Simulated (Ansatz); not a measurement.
**Relaxing SiGe**

Level of theory: Ansatz 0.2.0, DFT PBEsol, scalar-relativistic, plane waves, PAW. (420 eV cutoff, 12×12×6 k-mesh, Gaussian smearing of 0.02 eV, no spin polarisation)

What was changed: uniaxial strain along c, with a, b and atoms relaxed: -3.0 %.

Command:

```bash
ansatz run input.yaml --threads 1 --pin off --max-ram 2560MiB --backend cpu --events-out ev --progress --plain --runs-dir out
```

Input:

```yaml
crystal:
  lattice:
    - [3.9298513698, 0.0, 0.0]
    - [-1.9649256849, 3.4033511193, 0.0]
    - [0.0, 0.0, 6.250090989]
  atoms:
    - { symbol: Si, position: [0.6666666679, 0.3333333321, 0.8760945178] }
    - { symbol: Si, position: [0.3333333321, 0.6666666679, 0.3760945178] }
    - { symbol: Ge, position: [0.6666666653, 0.3333333347, 0.4989044822] }
    - { symbol: Ge, position: [0.3333333347, 0.6666666653, -0.0010955178] }
basis:
  ecutwfc: 420
kpoints:
  mp_grid: { grid: [12, 12, 6] }
hamiltonian:
  xc: pbesol
scf:
  occupations: { method: gaussian, width: 0.02 }
output:
  forces: true
  stress: true
  eigenvalues: true
  write_density: true
  write_potential: true
  elf: true
  volumetric_format: npy
relax:
  adjacent_minimum: "off"
  f_tol: 0.008
  max_steps: 40
  cell: { stress_tol: 0.015, fix: [c, angles] }
```

F is the free energy. Steps run on the plane waves of an earlier cell, but the last one, and at times one on the way, on a freshly chosen basis, so a repeated geometry can differ a little in energy. The held parts of the cell keep their stress, so P needn't end at zero.

Steps:

```
step F − F(1) (eV) largest force component (eV/Å) V (Å³/atom) P (GPa)
   1         0.0000                           0.182       20.898     1.45
   2        -0.0034                           0.039       20.803     1.81
   3        -0.0036                           0.001       20.771     1.94
   4        -0.0035                           0.001       20.771     1.94
```

Relaxed structure:

```cif
data_structure
_symmetry_space_group_name_H-M 'P 1'
_symmetry_Int_Tables_number 1
_cell_length_a 3.9178
_cell_length_b 3.9178
_cell_length_c 6.2501
_cell_angle_alpha 90.000
_cell_angle_beta 90.000
_cell_angle_gamma 120.000
_cell_volume 83.08
loop_
_atom_site_label
_atom_site_type_symbol
_atom_site_fract_x
_atom_site_fract_y
_atom_site_fract_z
_atom_site_occupancy
Si1 Si 0.66667 0.33333 0.87699 1
Si2 Si 0.33333 0.66667 0.37699 1
Ge1 Ge 0.66667 0.33333 0.49801 1
Ge2 Ge 0.33333 0.66667 0.99801 1
```

The structure is hexagonal, space group P6_3mc (No. 186). The conventional cell has a = 3.918 Å, b = 3.918 Å, c = 6.250 Å, α = 90.00°, β = 90.00°, γ = 120.00°. Si (site symmetry 3m) is surrounded by 4 Ge at 2.37 to 2.39 Å. Around Ge (site symmetry 3m) lie 4 Si at 2.37 to 2.39 Å.

The run converged. Time: 44 s on 1 thread of AMD EPYC 9R45 96-Core Processor (Zen 5), with other jobs on the host, peak memory 0.58 GiB.